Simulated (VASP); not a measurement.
# SnTe (Fm-3m) in VASP: further runs

Runs on SnTe. Level: PBE. Tasks: relaxation of cell and atoms.

Program: VASP 6.6.1. These are calculated values, not measurements. Logs are shortened: lines on timing, memory, paths and dates and some standing lists are left out, and cuts for length are marked.

## (1) Starting point

Symmetry: Fm-3m, No. 225, cubic system. Conventional cell: a = 6.302 Å, b = 6.302 Å, c = 6.302 Å, α = 90.00°, β = 90.00°, γ = 90.00°. Sn (site symmetry m-3m) is surrounded by 6 Te at 3.15 Å. Around Te (site symmetry m-3m) lie 6 Sn at 3.15 Å.

## (2) Relaxation of cell and atoms, PBE

INCAR reads:

```
  PREC = Accurate
  ENCUT = 520
  EDIFF = 1E-7
  ISMEAR = 0
  SIGMA = 0.02
  LREAL = False
  LASPH = True
  NELM = 60
  ALGO = Normal
  ISIF = 3
  LWAVE = False
  LCHARG = False
  GGA = PE
  IBRION = 2
  NSW = 80
  EDIFFG = -0.002
```

KPOINTS reads:

```
regular mesh
0
Gamma
  8 8 8
```

POSCAR reads:

```
SnTe
1.0
    0.0000000000      3.1508500000      3.1508500000
    3.1508500000      0.0000000000      3.1508500000
    3.1508500000      3.1508500000      0.0000000000
Sn Te
1 1
Direct
    0.0000000000      0.0000000000      0.0000000000
    0.5000000000      0.5000000000      0.5000000000
```

Potentials or basis: VASP PAW PBE potentials, release 64 (Sn_d, Te).

The run is started by

```
$ cat potpaw_PBE.64/Sn_d/POTCAR potpaw_PBE.64/Te/POTCAR > POTCAR
$ mpirun -np 1 vasp_std > vasp.out
```

OUTCAR:

```text
PREC = Accurate
   ENCUT = 520
   EDIFF = 1E-7
   ISMEAR = 0
   LREAL = False
   LASPH = True
   NELM = 60
   ISIF = 3
   GGA = PE
   IBRION = 2
   NSW = 80
   EDIFFG = -0.002

 ion  position               nearest neighbor table
   1  0.000  0.000  0.000-   2 3.15   2 3.15   2 3.15   2 3.15   2 3.15   2 3.15
   2  0.500  0.500  0.500-   1 3.15   1 3.15   1 3.15   1 3.15   1 3.15   1 3.15

  LATTYP: Found a face centered cubic cell.
 ALAT       =     6.3017000000

  Lattice vectors:

 A1 = (   0.0000000000,   3.1508500000,   3.1508500000)
 A2 = (   3.1508500000,   0.0000000000,   3.1508500000)
 A3 = (   3.1508500000,   3.1508500000,   0.0000000000)

Analysis of symmetry for initial positions (statically):
=====================================================================
 Subroutine PRICEL returns:
 Original cell was already a primitive cell.

 Routine SETGRP: Setting up the symmetry group for a
 face centered cubic supercell.

 Subroutine GETGRP returns: Found 48 space group operations
 (whereof 48 operations were pure point group operations)
 out of a pool of 48 trial point group operations.

The static configuration has the point symmetry O_h .

Analysis of symmetry for dynamics (positions and initial velocities):
=====================================================================
 Subroutine PRICEL returns:
 Original cell was already a primitive cell.

 Routine SETGRP: Setting up the symmetry group for a
 face centered cubic supercell.

 Subroutine GETGRP returns: Found 48 space group operations
 (whereof 48 operations were pure point group operations)
 out of a pool of 48 trial point group operations.

The dynamic configuration has the point symmetry O_h .

 Subroutine INISYM returns: Found 48 space group operations
 (whereof 48 operations are pure point group operations),
 and found     1 'primitive' translations

----------------------------------------------------------------------------------------

                                     Primitive cell

  volume of cell :      62.5624

  direct lattice vectors                    reciprocal lattice vectors
     0.000000000  3.150850000  3.150850000    -0.158687338  0.158687338  0.158687338
     3.150850000  0.000000000  3.150850000     0.158687338 -0.158687338  0.158687338
[... 101 lines left out ...]
   EFERMI_NEDOS =   21; number of points for ismear=-14 and -15
   IALGO  =     38    algorithm
   IMIX   =      4    mixing-type and parameters
     AMIX     =   0.40;   BMIX     =  1.00
     AMIX_MAG =   1.60;   BMIX_MAG =  1.00
  volume/ion in A,a.u.               =      31.28       211.10
  Fermi-wavevector in a.u.,A,eV,Ry     =   1.119387  2.115336 17.048485  1.253028
  Thomas-Fermi vector in A             =   2.256026
   LORBIT       =      0    0 simple, 1 ext, 2 COOP (PROOUT), +10 PAW based schemes
   GGA     = PE    functional components
   LHFCALC =     F    Hartree Fock is set to
   AEXX    =    0.0000 exact exchange contribution
   IVDW    =     0    specifies the selected vdW correction
   LEPSILON=     F    determine dielectric tensor
   LRPA    =     F    only Hartree local field effects (RPA)
 conjugate gradient relaxation of ions
 non-spin polarized calculation
 Gauss-broadening in eV      SIGMA  =   0.02
  energy-cutoff  :      520.00
  volume of cell :       62.56
 maximum number of plane-waves:      1708
 NGX is ok and might be reduce to    36
   NGX = 17   NGY = 17   NGZ = 17

--------------------------------------- Ionic step        1  -------------------------------------------

 number of electron      19.9999998 magnetization

 Free energy of the ion-electron system (eV)
  ---------------------------------------------------
  ext. energy  EPLUGINS =         0.00000000
  ---------------------------------------------------
  free energy    TOTEN  =        -7.54100299 eV

  energy without entropy =       -7.54100244  energy(sigma->0) =       -7.54100271

------------------------ aborting loop because EDIFF is reached ----------------------------------------

  FORCE on cell =-STRESS in cart. coord.  units (eV):
  Direction    XX          YY          ZZ          XY          YZ          ZX
  --------------------------------------------------------------------------------------
  -------------------------------------------------------------------------------------
  Total        0.8863913      0.8863913      0.8863913     -0.0000000     -0.0000000      0.0000000
  in kB       22.6998437     22.6998437     22.6998437     -0.0000000     -0.0000000      0.0000000
  external PRESSURE =      22.6998437 kB  Pullay stress =       0.0000000 kB
[... 131 lines left out ...]
--------------------------------------- Ionic step        5  -------------------------------------------

 number of electron      20.0000005 magnetization

 Free energy of the ion-electron system (eV)
  ---------------------------------------------------
  ext. energy  EPLUGINS =         0.00000000
  ---------------------------------------------------
  free energy    TOTEN  =        -7.56318120 eV

  energy without entropy =       -7.56315056  energy(sigma->0) =       -7.56316588

 E-fermi :   6.3424     XC(G=0):  -9.2627

 val. band max:        6.3159555648   @ k =   0.5000   0.0000   0.0000
 cond. band min:       6.3688690310   @ k =   0.5000   0.0000   0.0000
 fundamental gap:      0.0529134662
 Fermi energy:         6.3424122977

 k-point     1 :       0.0000    0.0000    0.0000
  band No.  band energies     occupation
      1     -15.5659      2.00000
      2     -15.5659      2.00000
      3     -15.5629      2.00000
      4     -15.5629      2.00000
      5     -15.5629      2.00000
      6      -6.1044      2.00000
      7       1.4489      2.00000
      8       4.3208      2.00000
      9       4.3208      2.00000
     10       4.3208      2.00000
     11       9.5617      0.00000
     12       9.5617      0.00000
     13       9.5617      0.00000
     14      11.1678      0.00000
[... 377 lines left out ...]
      1     -15.5722      2.00000
      2     -15.5677      2.00000
      3     -15.5604      2.00000
      4     -15.5587      2.00000
      5     -15.5563      2.00000
      6      -4.7923      2.00000
      7      -1.4029      2.00000
      8       2.8020      2.00000
      9       3.1516      2.00000
     10       5.4032      2.00000
     11       6.8677      0.00000
     12       9.1433      0.00000
     13       9.7247      0.00000
     14      12.3652      0.00000

 [... further k-points ...]
[... 5 lines left out ...]
  --------------------------------------------------------------------------------------
  -------------------------------------------------------------------------------------
  Total        0.0006412      0.0006412      0.0006412     -0.0000000      0.0000000      0.0000000
  in kB        0.0155925      0.0155925      0.0155925     -0.0000000      0.0000000      0.0000000
  external PRESSURE =       0.0155925 kB  Pullay stress =       0.0000000 kB
[... 17 lines left out ...]
  FREE ENERGIE OF THE ION-ELECTRON SYSTEM (eV)
  ---------------------------------------------------
  free  energy   TOTEN  =        -7.5631811971 eV

  energy  without entropy=       -7.5631505560  energy(sigma->0) =       -7.56316588

 reached required accuracy - stopping structural energy minimisation
```

OSZICAR:

```text
N       E                     dE             d eps       ncg     rms          rms(c)
DAV:   1     0.123747499542E+03    0.12375E+03   -0.96640E+03   812   0.163E+03
DAV:   2     0.288810795653E+01   -0.12086E+03   -0.11854E+03   842   0.367E+02
DAV:   3    -0.731030158152E+01   -0.10198E+02   -0.10059E+02  1034   0.985E+01
DAV:   4    -0.758023161519E+01   -0.26993E+00   -0.26981E+00   930   0.173E+01
[... 44 lines left out ...]
DAV:   2    -0.756318684388E+01    0.28031E-04   -0.46242E-05   992   0.114E-01    0.143E-02
DAV:   3    -0.756318053262E+01    0.63113E-05   -0.20502E-05  1000   0.694E-02    0.294E-03
DAV:   4    -0.756318080543E+01   -0.27281E-06   -0.52424E-07   820   0.767E-03    0.262E-03
DAV:   5    -0.756318115843E+01   -0.35300E-06   -0.69423E-08   406   0.245E-03    0.410E-04
DAV:   6    -0.756318119714E+01   -0.38719E-07   -0.22437E-08   406   0.244E-03
   5 F= -.75631812E+01 E0= -.75631659E+01  d E =-.168347E-05
```

CONTCAR:

```text
SnTe
   1.00000000000000
    -0.0000000000000000    3.2057536112949490    3.2057536112949490
     3.2057536112949490    0.0000000000000000    3.2057536112949490
     3.2057536112949490    3.2057536112949490    0.0000000000000000
  Sn              Te
     1     1
Direct
     0.0000000000000000    0.0000000000000000    1.0000000000000000
     0.5000000000000000    0.5000000000000000    0.5000000000000000

  0.00000000E+00  0.00000000E+00  0.00000000E+00
  0.00000000E+00  0.00000000E+00  0.00000000E+00
```

Wall time 39 s (1 thread of Intel Xeon 6975P-C (Granite Rapids), shared host); peak memory 0.23 GiB.

Results:

* Free energy: -7.5632 eV
* Relaxed volume: 32.95 Å³/atom
* Relaxed cell: a = 4.534 Å, b = 4.534 Å, c = 4.534 Å, α = 60.00°, β = 60.00°, γ = 60.00°
* Space group after relaxing (to 0.05 Å): Fm-3m (No. 225)
* Energy gained by relaxing: 11.1 meV/atom
* Ionic steps: 5
* Pressure after relaxing: 0.0 GPa
* Band gap on the k mesh: 0.05 eV, direct

Step by step:
```tsv
step	energy change (eV)	largest force (eV/Å)	pressure (GPa)	volume (Å³)
1	0.0000	0.0000	2.27	62.56
2	-0.0211	0.0000	-0.46	66.66
3	-0.0222	0.0000	0.02	65.85
4	-0.0222	0.0000	-0.02	65.92
5	-0.0222	0.0000	0.00	65.89
```

Final structure:
```
CELL_PARAMETERS angstrom
0.00000 3.20575 3.20575
3.20575 0.00000 3.20575
3.20575 3.20575 0.00000
ATOMIC_POSITIONS crystal
Sn 0.00000 0.00000 0.00000
Te 0.50000 0.50000 0.50000
```

Levels at points of the mesh, in eV from the valence-band top:
```
           k point  band 8  band 9  band 10  band 11  band 12  band 13
(0.00, 0.00, 0.00)   -2.00   -2.00    -2.00     3.25     3.25     3.25
(0.50, 0.00, 0.00)   -1.67   -1.67     0.00     0.05     0.45     0.45
(0.50, 0.50, 0.00)   -5.21   -3.49    -3.49     2.39     4.68     4.68
```

Caveat: spin-orbit coupling is left out, which moves the levels of the heavy elements.

## (3) Relaxation of cell and atoms, PBE

This run uses another cell than the first one, of 32.95 Å³/atom, 1.053 times its volume.

INCAR is that of step 2.

KPOINTS is that of step 2.

POSCAR reads:

```
SnTe                                    
1.0
   -0.0000000000      3.2057536113      3.2057536113
    3.2057536113      0.0000000000      3.2057536113
    3.2057536113      3.2057536113      0.0000000000
  Sn              Te            
     1     1
Direct
     0.0000000000000000    0.0000000000000000    1.0000000000000000
     0.5000000000000000    0.5000000000000000    0.5000000000000000
```

Potentials or basis: VASP PAW PBE potentials, release 64 (Sn_d, Te).

The run is started by

```
$ cat potpaw_PBE.64/Sn_d/POTCAR potpaw_PBE.64/Te/POTCAR > POTCAR
$ mpirun -np 1 vasp_std > vasp.out
```

Wall time 12 s (1 thread of Intel Xeon 6975P-C (Granite Rapids), shared host); peak memory 0.21 GiB.

The run converged. Its results:

```yaml
Free_energy: -7.5638 eV
Pressure_after_relaxing: 0.0 GPa
Band_gap_on_the_k_mesh: 0.05 eV, direct
```

Final structure:
```cif
data_structure
_symmetry_space_group_name_H-M 'P 1'
_symmetry_Int_Tables_number 1
_cell_length_a 4.5336
_cell_length_b 4.5336
_cell_length_c 4.5336
_cell_angle_alpha 60.000
_cell_angle_beta 60.000
_cell_angle_gamma 60.000
_cell_volume 65.89
loop_
_atom_site_label
_atom_site_type_symbol
_atom_site_fract_x
_atom_site_fract_y
_atom_site_fract_z
_atom_site_occupancy
Sn1 Sn 0.00000 0.00000 0.00000 1
Te1 Te 0.50000 0.50000 0.50000 1
```

Levels at points of the mesh, in eV from the valence-band top:
| k point | band 6 | band 7 | band 8 | band 9 | band 10 | band 11 | band 12 | band 13 | band 14 |
| --- | --- | --- | --- | --- | --- | --- | --- | --- | --- |
| (0.00, 0.00, 0.00) | -12.42 | -4.87 | -2.00 | -2.00 | -2.00 | 3.25 | 3.25 | 3.25 | 4.85 |
| (0.50, 0.00, 0.00) | -11.27 | -8.06 | -1.67 | -1.67 | 0.00 | 0.05 | 0.45 | 0.45 | 7.67 |
| (0.50, 0.50, 0.00) | -11.01 | -6.43 | -5.21 | -3.49 | -3.49 | 2.39 | 4.68 | 4.68 | 6.02 |

Caveat: the relaxation stopped at its first step, so nothing moved; spin-orbit coupling is left out, which moves the levels of the heavy elements.
